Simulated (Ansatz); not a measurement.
# Formation energy and levels of the substitutional impurity Cl_O in SiO2 (P3_221)

Wanted: the transition levels of a substitutional impurity in SiO2 (P3_221), from a cell of 432 host atoms with 1 O taken out and 1 Cl put in.

Main program and level: Ansatz 0.2.0; place-levels on PBE runs: charge-transition levels and formation energies with image-charge correction and potential alignment at the atomic sites.

## (1) The starting structure

The cell holds 432 atoms: 144 Si, 287 O and 1 Cl. Cell: a = 17.385 Å, b = 17.385 Å, c = 22.038 Å, α = 90.0°, β = 90.0°, γ = 120.0°. It derives from SiO2 (space group P3_221). Nearest the centre at fractional (0.405, 0.516, 0.468): Cl150 at 0.00 Å, Si60 at 1.63 Å, Si144 at 1.63 Å, O78 at 2.63 Å, O162 at 2.65 Å, O47 at 2.65 Å, O156 at 2.65 Å, O71 at 2.68 Å.

Screening for the image-charge correction: ε∞ = (2.45, 2.45, 2.48), ε0 = (4.56, 4.56, 4.79), computed on the host (DFPT, PBEsol).

The cell's shortest repeat is 17.4 Å.

## (2) Charge states

A transition level is the Fermi level at which two charge states cost the same, so each charge needs its own total energy.

The cell holds 1 electron fewer than the neutral one, with a uniform background that keeps it neutral on the whole.

One of the inputs; charge, spin and start change from state to state.

qp1.ideal/input.yaml reads:

```yaml
crystal:
  lattice:
    - [7.52771365, 4.3461275, 0.0]
    - [-7.52771365, 4.3461275, 0.0]
    - [0.0, 0.0, 5.50951304]
  atoms:
    - { symbol: Si, position: [0.158808, 0.317617, 0.333333] }
    - { symbol: Si, position: [0.492142, 0.984283, 0.333333] }
    - { symbol: Si, position: [0.825475, 0.65095, 0.333333] }
    - { symbol: Si, position: [0.015717, 0.507858, 0.0] }
    - { symbol: Si, position: [0.34905, 0.174525, 0.0] }
    - { symbol: Si, position: [0.682383, 0.841192, 0.0] }
    - { symbol: Si, position: [0.158808, 0.841192, 0.666667] }
    - { symbol: Si, position: [0.492142, 0.507858, 0.666667] }
    - { symbol: Si, position: [0.825475, 0.174525, 0.666667] }
    - { symbol: O, position: [0.300784, 0.443189, 0.538978] }
    - { symbol: O, position: [0.634117, 0.109855, 0.538978] }
    - { symbol: O, position: [0.967451, 0.776522, 0.538978] }
    - { symbol: O, position: [0.142405, 0.699216, 0.872311] }
    - { symbol: O, position: [0.475738, 0.365883, 0.872311] }
    - { symbol: O, position: [0.809071, 0.032549, 0.872311] }
    - { symbol: O, position: [0.223478, 0.190929, 0.205645] }
    - { symbol: O, position: [0.556811, 0.857595, 0.205645] }
    - { symbol: O, position: [0.890145, 0.524262, 0.205645] }
    - { symbol: O, position: [0.223478, 0.032549, 0.794355] }
    - { symbol: O, position: [0.556811, 0.699216, 0.794355] }
    - { symbol: O, position: [0.890145, 0.365883, 0.794355] }
    - { symbol: O, position: [0.142405, 0.443189, 0.127689] }
    - { symbol: O, position: [0.475738, 0.109855, 0.127689] }
    - { symbol: O, position: [0.809071, 0.776522, 0.127689] }
    - { symbol: O, position: [0.300784, 0.857595, 0.461022] }
    - { symbol: O, position: [0.634117, 0.524262, 0.461022] }
    - { symbol: O, position: [0.967451, 0.190929, 0.461022] }
  supercell: [2, 2, 4]
  defects: [{ substitution: { at: 149, symbol: Cl } }]
total_charge: 1
basis:
  ecutwfc: 420
  xc_grid: 2
hamiltonian:
  xc: pbe
kpoints:
  mp_grid: { grid: [1, 1, 1] }
scf:
  occupations: { method: fermi_dirac, width: 0.01 }
  max_iter: 60
output:
  forces: true
  charged_corrections:
    epsilon: [2.45, 2.45, 2.48]
    static_epsilon: [4.56, 4.56, 4.79]
    defect_position: [0.407061, 0.52067, 0.470288]
  eigenvalues: true
checkpoint:
  write: "../qp1.ideal.run"
  compress: false
  write_wavefunctions: false
  write_every: 100000
```

Command:

```bash
ansatz run input.yaml --threads 32 --pin off --max-ram 131891MiB --backend cuda --events-out ev --progress --plain --runs-dir out
```

The energy is taken again at one point at (¼, ¼, ¼), on the structure that the input names.

The run of this state that the levels use, under PBE:

qp1.quarter/input.yaml reads:

```yaml
crystal:
  checkpoint: "../qp1.relax.run"
  host: checkpoint
total_charge: 1
basis:
  ecutwfc: 420
  xc_grid: 2
hamiltonian:
  xc: pbe
kpoints:
  mp_grid: { grid: [1, 1, 1], shift: [0.25, 0.25, 0.25] }
scf:
  occupations: { method: fixed }
  max_iter: 60
output:
  forces: true
  charged_corrections:
    epsilon: [2.45, 2.45, 2.48]
    static_epsilon: [4.56, 4.56, 4.79]
    defect_position: [0.407061, 0.52067, 0.470288]
  eigenvalues: true
  eigenstates: { localisation: true }
checkpoint:
  read: "../qp1.relax.run"
  write: "../qp1.quarter.run"
  compress: false
  write_wavefunctions: false
  write_every: 100000
```

First single points under PBE at the zone centre alone; times on 1 × NVIDIA GB200 with 32 threads of Arm Neoverse V2, shared host:

```csv
charge,moment (μB),occupations,outcome,time
0,1,fermi-dirac,converged,10 s
+1,0,fermi-dirac,converged,4.7 s
```

Relaxations under PBE at the zone centre alone; times on 1 × NVIDIA GB200 with 32 threads of Arm Neoverse V2, shared host:

```
charge  moment (μB)  occupations    outcome  steps  largest displacement against the far atoms (Å)  time
     0            1        fixed  converged     18                                            1.07  83 s
    +1            0        fixed  converged     11                                            0.53  33 s
```

Single points under PBE at one point at (¼, ¼, ¼); times on 1 × NVIDIA GB200 with 32 threads of Arm Neoverse V2, shared host:

```csv
charge,moment (μB),occupations,outcome,time
0,1,fixed,converged,38 s
+1,0,fixed,converged,17 s
```

Distances (Å) from Cl150 to the nearest atoms after relaxation with PBE:

```csv
charge,moment (μB),1.,2.,3.,4.,5.,6.
0,1,Si 2.05,Si 2.70,O 2.80,O 2.85,O 2.96,O 3.02
+1,0,Si 2.18,Si 2.20,O 2.78,O 2.86,O 2.94,O 3.01
```

## (3) Levels against the band edges, PBE, the zone centre alone

levels.ideal.yaml reads:

```yaml
host:
  run: host.ideal.run
states: [q0_M1.ideal.run, qp1.ideal.run]
chemical_potentials:
  O:
    energy: -564.96818
    dataset: "<sha256 of the dataset>"
  Cl:
    energy: -1079.444193
    dataset: "<sha256 of the dataset>"
```

Command:

```bash
ansatz place-levels levels.ideal.yaml -- --threads 32 --pin off --max-ram 131891MiB
```

Numbers of over 12 decimals in the logs are rounded to 6 here.

Log:

```text
(+1/0) 4.633 eV above the valence edge, 1.051 eV under the conduction edge; its two readings part by 0.006 eV
formation energy of charge +1: +11.095 eV with the Fermi level at the valence edge
formation energy of charge 0: +15.727 eV with the Fermi level at the valence edge
  edges by pbe, gap 5.684 eV; the host is sampled to repeats of 17.38 Å
[... the lines on each state left out ...]
```

Run time: 0.3 s. Hardware: 32 threads of Arm Neoverse V2, shared host.

Under PBE the gap is 5.68 eV, (+1/0) 4.63 eV.

## (4) Placing the levels, PBE, the zone centre alone

levels.relax.yaml is levels.ideal.yaml with these lines changed:

```diff
-  run: host.ideal.run
-states: [q0_M1.ideal.run, qp1.ideal.run]
+  run: host.relax.run
+states: [q0_M1.relax.run, qp1.relax.run]
```

Command:

```bash
ansatz place-levels levels.relax.yaml -- --threads 32 --pin off --max-ram 131891MiB
```

Log:

```text
(+1/0) 4.391 eV above the valence edge, 1.293 eV under the conduction edge
formation energy of charge +1: +1.444 eV with the Fermi level at the valence edge
formation energy of charge 0: +5.835 eV with the Fermi level at the valence edge
  edges by pbe, gap 5.684 eV; the host is sampled to repeats of 17.38 Å
[... the lines on each state left out ...]
```

Under PBE the gap is 5.68 eV, (+1/0) 4.39 eV.

## (5) Levels against the band edges, PBE, one point at (¼, ¼, ¼)

A charged cell interacts with its images and the background, and its potential has another zero than the host's. place-levels removes the first by a point-charge model, screened by the static dielectric constant since the ions have relaxed around the charge, and the second by comparing potentials at atoms far from the defect.

The host is a run of the defect-free crystal in the same cutoffs, grids and k-points, so that basis and sampling errors cancel in part in the differences. The host is run in a cell of 54 atoms on a matching mesh. Its band edges are searched through the zone by a band path, so the gap is smaller than, or equal to, that on the mesh. Chemical potentials are energies per atom of O (O2 molecule) and Cl (Cl2 molecule), run with the same functional and cutoff.

levels.quarter.yaml reads:

```yaml
host:
  run: host.quarter.run
states: [q0_M1.quarter.run, qp1.quarter.run]
geometry_from:
  q0_M1.quarter.run: q0_M1.relax.run
  qp1.quarter.run: qp1.relax.run
  host.quarter.run: host.relax.run
chemical_potentials:
  O:
    energy: -564.96818
    dataset: "<sha256 of the dataset>"
  Cl:
    energy: -1079.444193
    dataset: "<sha256 of the dataset>"
```

Command:

```bash
ansatz place-levels levels.quarter.yaml -- --threads 32 --pin off --max-ram 131891MiB
```

Log:

```text
(+1/0) 4.392 eV above the valence edge, 1.293 eV under the conduction edge
formation energy of charge +1: +1.444 eV with the Fermi level at the valence edge
formation energy of charge 0: +5.836 eV with the Fermi level at the valence edge
  edges by pbe, gap 5.684 eV; the host is sampled to repeats of 28.07 Å
  the defect's cells are sampled to repeats of 28.07 Å, like sampling
  charge +1: -255981.7011 eV with its correction of +0.253 eV, at epsilon [4.56, 4.56, 4.79], aligned at sites: +0.0124 eV, mean over 231 atomic sites at or beyond 8.69 Å from the host's site at [0.4045, 0.5163, 0.4681] by the defect at [0.4071, 0.5207, [...]
  charge 0: +0.000 eV for its dipole among its images, +0.000 omitted
  of states[1] (qp1.quarter.run): how wide its charge is, is not read beside other atoms or cores, and a band state would take no correction. [...]
  of states[0] (q0_M1.quarter.run): stability_check_not_made
```

The job ended after 0.57 s (32 threads).

Under PBE the gap is 5.68 eV, (+1/0) 4.39 eV; the stage before (PBE, at other k-points) gave a gap of 5.68 eV and levels within 0.00 eV of these.

Levels between the charges placed, in eV above the valence top:

```
     gap (eV)  (+1/0)
PBE      5.68    4.39
```

Corrections by state:

| charge | moment (μB) | image terms and alignment (eV) | band filling (eV) | ε used | over the lowest of its charge, as the program ranks them, band filling apart (eV) |
| --- | --- | --- | --- | --- | --- |
| +1 | 0.0 | 0.253 | - | principal values (4.56, 4.56, 4.79) | 0.000 |
| 0 | 1.0 | 0.000 | - | - | 0.000 |

From the program's caveats on the states, each cut to its opening words:

- charge +1: how wide its charge is, is not read beside other atoms or cores, and a band state would take no correction
- charge 0 (1 μB): flagged: stability check not made

The host's formation energy from the elements is -2.776 eV per atom; it sets how far the chemical potentials can move.

Limit set by the element alone; other compounds of these elements are not counted. Chemical potentials from the elements' reference states: O 0.00 eV, Si -8.33 eV, Cl 0.00 eV. Formation energy by charge state (O-rich; gap 5.68 eV):

| charge | at valence top (eV) | at conduction bottom (eV) | correction included (eV) |
| --- | --- | --- | --- |
| +1 | 1.44 | 7.13 | 0.25 |
| 0 | 5.84 | 5.84 | 0.00 |

| Fermi level (eV) | lowest formation energy (eV) |
| --- | --- |
| 0.00 | 1.44 |
| 0.52 | 1.96 |
| 1.03 | 2.48 |
| 1.55 | 2.99 |
| 2.07 | 3.51 |
| 2.58 | 4.03 |
| 3.10 | 4.55 |
| 3.62 | 5.06 |
| 4.14 | 5.58 |
| 4.65 | 5.84 |
| 5.17 | 5.84 |
| 5.68 | 5.84 |

Limit set by the element alone; other compounds of these elements are not counted. Chemical potentials from the elements' reference states: Si 0.00 eV, O -4.16 eV, Cl 0.00 eV. Formation energy by charge state (Si-rich; gap 5.68 eV):

| charge | at valence top (eV) | at conduction bottom (eV) | correction included (eV) |
| --- | --- | --- | --- |
| +1 | -2.72 | 2.96 | 0.25 |
| 0 | 1.67 | 1.67 | 0.00 |

```json
{"Fermi level (eV)": "0.00", "lowest formation energy (eV)": "-2.72"}
{"Fermi level (eV)": "0.52", "lowest formation energy (eV)": "-2.20"}
{"Fermi level (eV)": "1.03", "lowest formation energy (eV)": "-1.69"}
{"Fermi level (eV)": "1.55", "lowest formation energy (eV)": "-1.17"}
{"Fermi level (eV)": "2.07", "lowest formation energy (eV)": "-0.65"}
{"Fermi level (eV)": "2.58", "lowest formation energy (eV)": "-0.14"}
{"Fermi level (eV)": "3.10", "lowest formation energy (eV)": "0.38"}
{"Fermi level (eV)": "3.62", "lowest formation energy (eV)": "0.90"}
{"Fermi level (eV)": "4.14", "lowest formation energy (eV)": "1.42"}
{"Fermi level (eV)": "4.65", "lowest formation energy (eV)": "1.67"}
{"Fermi level (eV)": "5.17", "lowest formation energy (eV)": "1.67"}
{"Fermi level (eV)": "5.68", "lowest formation energy (eV)": "1.67"}
```

## (6) The ladder

Levels between neighbouring charges, in eV above each run's own valence top:

```
                                       gap (eV)  (+1/0)  GPU time a state at this stage (restarts are quicker than cold starts)
PBE on ideal sites, zone centre alone      5.68    4.63                                                                   7.6 s
 PBE, zone centre alone (relaxations)      5.68    4.39                                                                    58 s
                       PBE, (¼, ¼, ¼)      5.68    4.39                                                                    27 s
```

## (7) What came out

| Property | Result |
| --- | --- |
| gap of the host | 5.68 eV (PBE) |
| level (plus 1/0) | 4.39 eV above the valence top |
| lowest of the charges placed, just above the valence top (0.02 eV) | +1 |
| lowest of the charges placed, just below the conduction bottom (0.02 eV) | 0 |
| lowest formation energy at mid-gap of the charges run, O-rich | 4.29 eV |
| lowest formation energy at mid-gap of the charges run, Si-rich | 0.12 eV |

**Reading.** Of the charges placed (0 and +1), the lowest changes at 4.39 eV (+1/0) above the valence top, in a gap of 5.68 eV. Charges above +1 and below 0 were not placed, so these runs say nothing of levels that involve them. States placed: +1 at 0 μB; 0 at 1 μB. Other spin states or structures, where not listed, weren't placed. At charge 0 the atom put in ends up to 1.1 Å from its starting place, so the name tells the start alone and the levels can join different sites. Cl is taken at its element; compounds, which aren't counted here, bound the chemical potentials and would shift these formation energies. Under PBE, relaxing the atoms moves (+1/0) by 0.24 eV from the ideal sites, at the same k-points; the correction is screened differently in the two, so this shift holds that change as well. What this leaves open: one k-point off the zone centre stands for the whole zone; PBE makes the gap too small and tends to spread out bound carriers; where a gas molecule sets a chemical potential or the host's formation energy, its binding is uncorrected.

[Logs are printed without paths, hosts, clocks, repeated set-up lines and the standing remarks that a program may print on its own settings, such as how far it seeks lower states.]

[Hosts, paths, dates, database ids (printed as entryN), source tags and the programs' standing remarks are cut or masked in the printed files.]

[Where a table of states has a column of steps, it counts the stored structures, which are thinned; the runs took as many ionic steps or more.]

[A defect's name tells the site on which it was built; relaxed atoms can leave that site.]

[For some hosts the program warned that the k-mesh of the response run may be too coarse for force constants and the static dielectric constant; such warnings are not shown here.]
